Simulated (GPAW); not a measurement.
# Tl (P6_3/mmc) in GPAW: tuning MPI ranks

Aim: find the choice of MPI ranks that runs Tl fastest, at LDA. This setting moves, with any that are tied to it; all else stays.

Program: GPAW 26.7.0. These are calculated values, not measurements. Logs are shortened: lines on timing, memory, paths and dates and some standing lists are left out, and cuts for length are marked. The log counts tension as positive stress, the text compression.

**1. The crystal as given**

Symmetry: P6_3/mmc, No. 194, hexagonal system. The conventional cell has a = 3.456 Å, b = 3.456 Å, c = 5.525 Å, α = 90.00°, β = 90.00°, γ = 120.00°. Tl (site symmetry -6m2) has 12 Tl at 3.41 to 3.46 Å as nearest neighbours.

**2. With MPI ranks 1**

Input file run.py:

```python
from ase.dft.bandgap import bandgap
from ase.io import read, write
from ase.units import GPa
from ase.parallel import parprint
from gpaw import GPAW, PW

atoms = read('Tl.xyz')

calc = GPAW(mode=PW(600),
            xc='LDA',
            kpts={'size': (9, 9, 5), 'gamma': True},
            occupations={'name': 'fermi-dirac', 'width': 0.05},
            nbands=23,
            convergence={'density': 1e-05, 'energy': 1e-05},
            maxiter=100,
            txt='gpaw.txt')
atoms.calc = calc
energy = atoms.get_potential_energy()
forces = atoms.get_forces()
stress = atoms.get_stress()
calc.write('gs.gpw')
write('result.traj', atoms)
parprint(f'Energy: {energy:.6f} eV')
parprint('Forces (eV/A):')
parprint(forces.round(4))
parprint('Stress (GPa):', (stress / GPa).round(3))
parprint('Fermi level:', round(calc.get_fermi_level(), 4), 'eV')
parprint(f'Gap: {bandgap(calc)[0]:.4f} eV, direct: {bandgap(calc, direct=True)[0]:.4f} eV')
```

Input file Tl.xyz:

```xyz
2
Lattice="3.4560000000 0.0000000000 0.0000000000 -1.7280000000 2.9929837955 0.0000000000 0.0000000000 0.0000000000 5.5250000000" Properties=species:S:1:pos:R:3 pbc="T T T"
Tl     1.7280000002      0.9976612651      4.1437500000
Tl    -0.0000000002      1.9953225304      1.3812500000
```

Potentials or basis: the program's PAW data sets (release 1.2.1) made for this functional, pw.

The run is started by

```
OMP_NUM_THREADS=1 mpirun -n 1 gpaw python run.py
```

Run time: 39 s. Hardware: 1 thread of Arm Neoverse N1, host not shared; peak memory 0.2 GiB.

The run converged. Its results:

| Quantity | Value |
| --- | --- |
| Free energy | -6.4532 eV |
| Pressure | -1.9 GPa |
| Band gap on the k mesh | none (metal or under the smearing width) |

**3. With MPI ranks 2**

run.py is that of step 2.

Tl.xyz is that of step 2.

Potentials or basis: the program's PAW data sets (release 1.2.1) made for this functional, pw.

The run is started by

```
OMP_NUM_THREADS=1 mpirun -n 2 gpaw python run.py
```

Run time: 22 s. Hardware: 2 MPI ranks of Arm Neoverse N1, host not shared; peak memory 0.19 GiB.

The run converged. Its results:

```
Free energy            : -6.4532 eV
Pressure               : -1.9 GPa
Band gap on the k mesh : none (metal or under the smearing width)
```

**4. With MPI ranks 4**

run.py is that of step 3.

Tl.xyz is that of step 3.

The run is started by

```
OMP_NUM_THREADS=1 mpirun -n 4 gpaw python run.py
```

Run time: 13 s. Hardware: 4 MPI ranks of Arm Neoverse N1, host not shared; peak memory 0.18 GiB.

Results (log left out):

```
Free energy            : -6.4532 eV
Pressure               : -1.9 GPa
Band gap on the k mesh : none (metal or under the smearing width)
```

**5. With MPI ranks 8**

run.py is that of step 4.

Tl.xyz is that of step 4.

The run is started by

```
OMP_NUM_THREADS=1 mpirun -n 8 gpaw python run.py
```

Run time: 8.8 s. Hardware: 8 MPI ranks of Arm Neoverse N1, host not shared; peak memory 0.17 GiB.

The run converged. Its results:

```yaml
Free_energy: -6.4532 eV
Pressure: -1.9 GPa
Band_gap_on_the_k_mesh: none (metal or under the smearing width)
```

**6. With MPI ranks 16**

run.py is that of step 5.

Tl.xyz is that of step 5.

Potentials or basis: the program's PAW data sets (release 1.2.1) made for this functional, pw.

The run is started by

```
OMP_NUM_THREADS=1 mpirun -n 16 gpaw python run.py
```

Run time: 7.2 s. Hardware: 16 MPI ranks of Arm Neoverse N1, host not shared; peak memory 0.16 GiB.

The run converged. Its results:

* Free energy: -6.4532 eV
* Pressure: -1.9 GPa
* Band gap on the k mesh: none (metal or under the smearing width)

**7. With MPI ranks 24**

run.py is that of step 6.

Tl.xyz is that of step 6.

The run is started by

```
OMP_NUM_THREADS=1 mpirun -n 24 gpaw python run.py
```

Run time: 6.7 s. Hardware: 24 MPI ranks of Arm Neoverse N1, host not shared; peak memory 0.16 GiB.

Results (log left out):

* Free energy: -6.4532 eV
* Pressure: -1.9 GPa
* Band gap on the k mesh: none (metal or under the smearing width)

**8. With MPI ranks 32**

run.py is that of step 7.

Tl.xyz is that of step 7.

The run is started by

```
OMP_NUM_THREADS=1 mpirun -n 32 gpaw python run.py
```

Wall time 6.5 s (32 MPI ranks of Arm Neoverse N1, host not shared); peak memory 0.15 GiB.

Results (log left out):

```
Free energy            : -6.4532 eV
Pressure               : -1.9 GPa
Band gap on the k mesh : none (metal or under the smearing width)
```

**9. With MPI ranks 48**

run.py is that of step 8.

Tl.xyz is that of step 8.

Potentials or basis: the program's PAW data sets (release 1.2.1) made for this functional, pw.

The run is started by

```
OMP_NUM_THREADS=1 mpirun -n 48 gpaw python run.py
```

gpaw.txt:

```text
__  _  _
 | _ |_)|_||  |
 |__||  | ||/\| - 26.7.0

Input parameters:
  mode=PW(ecut=600.0),
  convergence={'density': 1e-05, 'energy': 1e-05},
  kpts=MonkhorstPack(size=(9, 9, 5), gamma=True),
  maxiter=100,
  nbands=23,
  occupations=Occupations(name='fermi-dirac', width=0.05),
  xc=XC(name='LDA')

Diagonalizing LCAO Hamiltonian
Converting LCAO to pw mode

           Tl

        Tl

Atoms  # Å, Bohr magnetons
|   | symbol |         x |        y |        z |    initial magnetic moments |
|---|--------|-----------|----------|----------|-----------------------------|
| 0 |     Tl |  1.728000 | 0.997661 | 4.143750 | ( 0.0000,  0.0000,  0.0000) |
| 1 |     Tl | -0.000000 | 1.995323 | 1.381250 | ( 0.0000,  0.0000,  0.0000) |

Unit cell  # Å
| periodic |         x |        y |        z |  lengths |     angles |
|----------|-----------|----------|----------|----------|------------|
|      yes |  3.456000 | 0.000000 | 0.000000 | 3.456000 |  90.000000 |
|      yes | -1.728000 | 2.992984 | 0.000000 | 3.456000 |  90.000000 |
|      yes |  0.000000 | 0.000000 | 5.525000 | 5.525000 | 120.000000 |

Number of symmetries: 12
Symmetry operations  # r_c * U_cc + t_c -> r_c
|    | kind |            matrix            |
|----|------|------------------------------|
|  0 |  σ   |  1, 1, 0,  0,-1, 0,  0, 0, 1 |
|  1 |  S6  |  1, 1, 0, -1, 0, 0,  0, 0,-1 |
|  2 |  E   |  1, 0, 0,  0, 1, 0,  0, 0, 1 |
|  3 |  C2  |  1, 0, 0, -1,-1, 0,  0, 0,-1 |
|  4 |  C2  |  0, 1, 0,  1, 0, 0,  0, 0,-1 |
|  5 |  C3  |  0, 1, 0, -1,-1, 0,  0, 0, 1 |
|  6 |  S6  |  0,-1, 0,  1, 1, 0,  0, 0,-1 |
|  7 |  σ   |  0,-1, 0, -1, 0, 0,  0, 0, 1 |
|  8 |  σ   | -1, 0, 0,  1, 1, 0,  0, 0, 1 |
|  9 |  i   | -1, 0, 0,  0,-1, 0,  0, 0,-1 |
| 10 |  C3  | -1,-1, 0,  1, 0, 0,  0, 0, 1 |
| 11 |  C2  | -1,-1, 0,  0, 1, 0,  0, 0,-1 |

BZ-sampling:
  Number of BZ points: 405
  Number of IBZ points: 50

  Monkhorst-Pack size: [9, 9, 5]
  Monkhorst-Pack shift: [0, 0, 0]

K-points  # in reciprocal-cell coordinates
|     |                                coordinates |     weight |
|-----|--------------------------------------------|------------|
|   0 | (  0.00000000,   0.00000000,   0.00000000) | 0.00246914 |
|   1 | (  0.00000000,   0.00000000,   0.20000000) | 0.00493827 |
|   2 | (  0.00000000,   0.00000000,   0.40000000) | 0.00493827 |
|   3 | (  0.11111111,   0.00000000,  -0.40000000) | 0.01481481 |
|   4 | (  0.11111111,   0.00000000,  -0.20000000) | 0.01481481 |
|   5 | (  0.11111111,   0.00000000,   0.00000000) | 0.01481481 |
|   6 | (  0.11111111,   0.00000000,   0.20000000) | 0.01481481 |
|   7 | (  0.11111111,   0.00000000,   0.40000000) | 0.01481481 |
|   8 | (  0.22222222,  -0.11111111,   0.00000000) | 0.01481481 |
|   9 | (  0.22222222,  -0.11111111,   0.20000000) | 0.02962963 |
| ... |                                            |            |
|  49 | (  0.44444444,   0.44444444,   0.40000000) | 0.02962963 |

Plane wave coefficients: 1917
Cutoff: 600.0 eV

Spin-components: 1 (collinear spins)
Bands:           23
Projectors:      12
Spin-degeneracy: 2
Datatype:        complex128

Parallelization:
  kpt:    4
  domain: 12
  band:   1

Density:
  Valence electrons: 26.0
  Components: 1
  Grid points: [20 20 32]
  Charge: 0.0  # |e|

Potential:
  Grid points: [20 20 32]

species:
  Tl:
    name:    Thallium
    Z:       81.0
    valence: 13
    core:    68
    charge:  0.0  # [|e|]
    compensation charges:
      type: gauss
      rc: 0.38  # [Å]
      lmax: 2
    cutoffs:
      filter: 2.11  # [Å]
      core: 2.55  # [Å]
    projectors
    | kind |    occ | energy [eV] | rcut [Å] |
    |------|--------|-------------|----------|
    |   6s |  2.000 |      -9.777 |    1.212 |
    |   6p |  1.000 |      -2.584 |    1.270 |
    |   5d | 10.000 |     -15.654 |    1.191 |
    |    s |        |      17.435 |    1.212 |
    |    p |        |      24.627 |    1.270 |
    |    d |        |      11.557 |    1.191 |

    Using partial waves for Tl as LCAO basis

Reference energy: -1099495.675036  # eV

eigensolver:
  PPCG
  Converge bands: occupied
  niter=2

density mixing:
  MSR1-Mixer
  Pratt-step length: 0.05
  Maximum mixing coefficient: 0.75
  Old densities: 10
  SVD Regularization: 0.005
  Good broyden scale: 1.0
  Trust region scale: 1.0
  Backstep threshold: 4.0
  History deletion threshold: 6.0
  Fourier metric: weight=20.0, sigma=0.015

occupation numbers:
  Fermi-Dirac:
    width: 0.0500  # eV

poisson solver:
  ecut: 4800.0  # eV

xc functional:
  name: None

convergence criteria:
- Maximum integral of absolute [dens]ity change: 1e-05 electrons / valence electron
- Maximum [total energy] change in last 3 cyles: 1e-05 eV / valence electron
- Maximum integral of absolute [eigenst]ate change: 4e-08 eV^2 / valence electron
maximum number of iterations: 100

SCF iterations
|iter     | |      energy | eigst |  dens |
|---------|-|-------------|-------|-------|
|iter:   1| |   -6.532218 | -0.32 |       |
|iter:   2| |   -6.519256 | -2.51 | -1.59 |
|iter:   3| |   -6.446442 | -2.29 | -1.63 |
|iter:   4| |   -6.445733 | -3.53 | -2.19 |
|iter:   5| |   -6.445917 | -4.40 | -2.54 |
|iter:   6| |   -6.445925c| -6.17 | -4.00 |
|iter:   7| |   -6.445926c| -6.82 | -4.37 |
|iter:   8| |   -6.445926c| -7.66c| -5.07c|

Converged in 8 steps
Energy contributions relative to reference atoms: (reference = -1099495.675036)

Energy contributions:
  Kinetic:           3.945708
  Coulomb:          -3.402975
  Zero:              0.167300
  External:          0.000000
  Xc:               -7.148705
  Entropy:          -0.014509
  Spinorbit:         0.000000
  ----------------------------
  Free energy:      -6.453181
  Extrapolated:     -6.445926

dipole moment: (0.000001, 0.000003, 0.000005)  # |e|*Ang

Fermi level: 6.828
Eigenvalues  # (at kpt = [0.000, 0.000, 0.000])
| band index |      eig [eV] | occ [0-2] |
|------------|---------------|-----------|
|          0 |        -4.829 |     2.000 |
|        ... |               |           |
|          5 |        -4.520 |     2.000 |
|          6 |        -4.454 |     2.000 |
|          7 |        -4.454 |     2.000 |
|          8 |        -4.110 |     2.000 |
|          9 |        -4.110 |     2.000 |
|         10 |        -3.166 |     2.000 |
[... 8 lines left out ...]
|         19 |        17.787 |     0.000 |
|         20 |        19.941 |     0.000 |
|        ... |               |           |
|         22 |        21.657 |     0.000 |

No gap
No difference between direct/indirect transitions

Forces  # eV/Ang
|       x |       y |        z |
|---------|---------|----------|
| 0.00000 | 0.00000 | -0.00067 |  # Tl   0
| 0.00000 | 0.00000 |  0.00067 |  # Tl   1

Stress tensor  # eV/Ang^3
|         x |         y |         z |
|-----------|-----------|-----------|
|  0.014075 | -0.000000 |  0.000000 |
| -0.000000 |  0.014075 | -0.000000 |
|  0.000000 | -0.000000 |  0.006959 |

# Writing to gs.gpw (mode='')
```

stdout:

```text
Energy: -6.445926 eV
Forces (eV/A):
[[ 0.      0.     -0.0007]
 [ 0.      0.      0.0007]]
Stress (GPa): [ 2.255  2.255  1.115 -0.     0.    -0.   ]
Fermi level: 6.8276 eV
Gap: 0.0000 eV, direct: 0.0000 eV
```

It took 6.4 s on 48 MPI ranks of Arm Neoverse N1, host not shared; peak memory 0.15 GiB.

Results:

| Item | Value |
| --- | --- |
| Free energy | -6.4532 eV |
| Pressure | -1.9 GPa |
| Band gap on the k mesh | none (metal or under the smearing width) |

**10. Result**

```csv
MPI ranks,energy less the last converged row (meV/atom),SCF cycles,wall time (s)
1,0.00,9,39
2,0.00,9,22
4,0.00,9,13
8,0.00,9,8.8
16,0.00,9,7.2
24,0.00,9,6.7
32,0.00,8,6.5
48,0.00,8,6.4
```

Fastest here: 48 (6.4 s), level within noise with 16, 24, 32; slowest of those that converged: 1 (39 s). These are single runs, one after another on one machine, so differences under about a fifth mean little.
